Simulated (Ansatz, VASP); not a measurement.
## Two plane-wave programs on Ta

```
Ta
1.0
     2.90037    0.00000    0.00000
    -1.45019    2.51180    0.00000
     0.00000    0.00000    5.16627
Ta
2
Direct
  0.33333 0.66667 0.25000
  0.66667 0.33333 0.75000
```

This isn't the form of Ta at room conditions, which is bcc.

Alike in both runs: functional PBE; k mesh 11 × 11 × 5; occupations fermi-dirac, width 0.05 eV; no spin polarisation.

```csv
,VASP,Ansatz
version,VASP 6.6.1,Ansatz 0.2.0
potentials or method,"VASP PAW PBE potentials, release 64 (Ta_pv)",Ansatz PAW
plane-wave cutoff (eV),520,420
valence electrons in the cell,22,26
task,single point,band structure
```

|  | VASP | Ansatz | Ansatz less VASP |
| --- | --- | --- | --- |
| gap on the k mesh at the Fermi level (eV) | none | none | - |
| pressure (GPa) | -0.9 | -1.0 | -0.06 |
| largest component of the traceless stress (GPa) | 0.66 | 0.65 | -0.010 |

A gap of «none» marks a metal or a gap that the smearing closes. The two sets of potentials don't hold the same shells in valence.

Caveats: spin-orbit coupling is left out, which moves the levels of the heavy elements (Ansatz). The runs have no spin-orbit coupling, so splittings on Ta are missing.
